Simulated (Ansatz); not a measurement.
An input for Ansatz 0.2.0 (MgI2/MgI2 (1T bilayer)):

```yaml
crystal:
  lattice:
    - [4.1287612914, 0.0, 0.0]
    - [-2.0643806457, 3.5756121646, 0.0]
    - [0.0, 0.0, 43.6]
  atoms:
    - { symbol: Mg, position: [0.0, 0.0, 0.4214988166] }
    - { symbol: I, position: [0.3333333333, 0.6666666667, 0.4599594424] }
    - { symbol: I, position: [0.6666666667, 0.3333333333, 0.382969113] }
    - { symbol: Mg, position: [0.6666666667, 0.3333333333, 0.5784963122] }
    - { symbol: I, position: [0.3333333333, 0.6666666667, 0.617030887] }
    - { symbol: I, position: [0.0, 0.0, 0.5400439297] }
  periodic: [true, true, false]
kpoints:
  mp_grid: { grid: [9, 9, 1] }
hamiltonian:
  xc: pbe
scf:
  occupations: { method: fixed }
  n_extra_bands: 6
output:
  eigenvalues: true
  forces: true
  stress: true
  band_densities: [{ e_range: [-0.08, 0] }, { e_range: [3.49, 3.62] }]
  volumetric_format: npy
```

```sh
ansatz run input.yaml --threads 4 --pin off --max-ram 17510MiB --backend cpu --events-out ev --progress --plain --runs-dir out
```

Q: Estimate wall time and host memory on 4 threads of Arm Neoverse V1, shared host.

It took 16 s; on shared hardware allow 8.1 s to 33 s. Peak host memory was 1.2 GiB. The sizes that set the cost: 12409 plane waves a state, 12 irreducible k points and 7 SCF cycles.

[Paths, hosts, dates, memory and timing lines, banners, echoed tables and standing remarks are left out of the program output.]

[Logs are printed without paths, hosts, clocks, repeated set-up lines and the standing remarks that a program may print on its own settings, such as how far it seeks lower states.]

[Runs of the session that timed out or met a known fault of the program may be left out.]

[Cells called generated may have been cut or substituted from an entry of the Crystallography Open Database or the Materials Project.]

[Hosts, paths, dates, database ids (printed as entryN), source tags and the programs' standing remarks are cut or masked in the printed files.]
